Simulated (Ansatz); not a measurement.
# InGaAs2 under changes of volume

One of the cells (26.607 Å³/atom); the others are scaled copies at fixed shape and fractional positions:

```
In As Ga
1.0
     4.22500    0.00000    0.00000
     0.00000    4.22500    0.00000
     0.00000    0.00000    5.96215
In As Ga
1 2 1
Cartesian
  0.0000 0.0000 2.9811
  0.0000 2.1125 1.3804
  2.1125 0.0000 4.5818
  2.1125 2.1125 0.0000
```

The cell comes from a database or a generator and needn't be the stable form of this composition.

| Item | Value |
| --- | --- |
| Program | Ansatz 0.2.0 |
| Functional | LDA |
| Potentials or basis | Ansatz PAW |
| Cutoff | 420 eV (not typed: the program's choice for these potentials) |
| k mesh | 6 × 6 × 5 |
| Occupations | fermi-dirac, width 0.05 eV |
| Spin | no spin polarisation |

| volume (Å³/atom) | energy over the lowest point (meV/atom) | pressure (GPa) | largest force (eV/Å) |
| --- | --- | --- | --- |
| 25.011 | 0.00 | -1.0 | 0.084 |
| 25.543 | 5.41 | -2.2 | 0.060 |
| 26.075 | 14.67 | -3.3 | 0.038 |
| 26.607 | 27.33 | -4.3 | 0.019 |
| 27.139 | 42.98 | -5.1 | 0.001 |
| 27.671 | ? | ? | ? |
| 28.203 | 81.89 | -6.5 | 0.031 |

Q: What does the run at 27.671 Å³/atom give?

A: Energy over the lowest point 61.28 meV/atom; pressure -5.9 GPa; largest force 0.016 eV/Å.

Worked out: A Birch-Murnaghan fit of order 3 (a polynomial in V^(-2/3)) to the other rows has its minimum at 24.62 Å³/atom, just outside them, with B0 = V·E''(V) = 67 GPa and B' = 4.8 at fixed shape and positions, which overstates the stiffness. It gives 61.27 meV/atom at 27.671 Å³/atom, against the run's 61.28, and -dE/dV = -5.9 GPa, against -5.9.

Energies are extrapolated to zero smearing.

Caveats: the PAW data sets come from PBE, with cores solved anew for the run's functional, which leaves a small shift of forces and pressure.
